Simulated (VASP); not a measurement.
Wanted: the native input for a VASP 6.6.1 run.

```
Task                   : single point
Functional             : PBEsol
Potentials or basis    : VASP PAW PBE potentials, release 64 (Se)
Cutoff                 : 520 eV
k mesh                 : 6 × 6 × 6
Occupations            : gaussian, width 0.1 eV
Spin                   : no spin polarisation
Dipole correction      : no
Further INCAR settings : ALGO = Fast; EDIFF = 1e-06; NBANDS = 27
```

The structure of Se lies in POSCAR:

```
Se
1.0
    5.6809998619      3.2799267995      1.4763300000
   -5.6809998619      3.2799267995      1.4763300000
    0.0000000000     -6.5598535991      1.4763300000
Se
6
Direct
    0.2806600000      0.1625100000      0.9181800000
    0.9181800000      0.2806600000      0.1625100000
    0.1625100000      0.9181800000      0.2806600000
    0.7193400000      0.8374900000      0.0818200000
    0.0818200000      0.7193400000      0.8374900000
    0.8374900000      0.0818200000      0.7193400000
```

This isn't the form of Se at room conditions, which is trigonal, of chains.

The input as run:

INCAR

```
SYSTEM = Se
PREC = Accurate
ENCUT = 520
EDIFF = 1E-6
ISMEAR = 0
SIGMA = 0.1
LREAL = .False.
LASPH = .True.
NELM = 100
ALGO = Fast
ISIF = 2
LWAVE = .False.
LCHARG = .False.
GGA = PS
NBANDS = 27
```

KPOINTS

```
Automatic mesh
0
Gamma
  6 6 6
  0 0 0
```

Potentials or basis: VASP PAW PBE potentials, release 64 (Se).

Command:

```bash
$ cat potpaw_PBE.64/Se/POTCAR > POTCAR
$ mpirun -np 1 vasp_std > vasp.out
```

It gave:

```
Pressure               : 0.3 GPa
Largest force          : 0.389 eV/Å
Band gap on the k mesh : 1.12 eV, indirect (least direct gap 1.37 eV)
```

Caveat: the PAW data sets were made with another functional, which shifts forces and pressure a little.

Wall time 4.5 min on 1 thread of Intel(R) Xeon(R) Platinum 8259CL CPU @ 2.50GHz (Skylake/Cascade Lake) (shared host), peak memory 0.4 GiB.
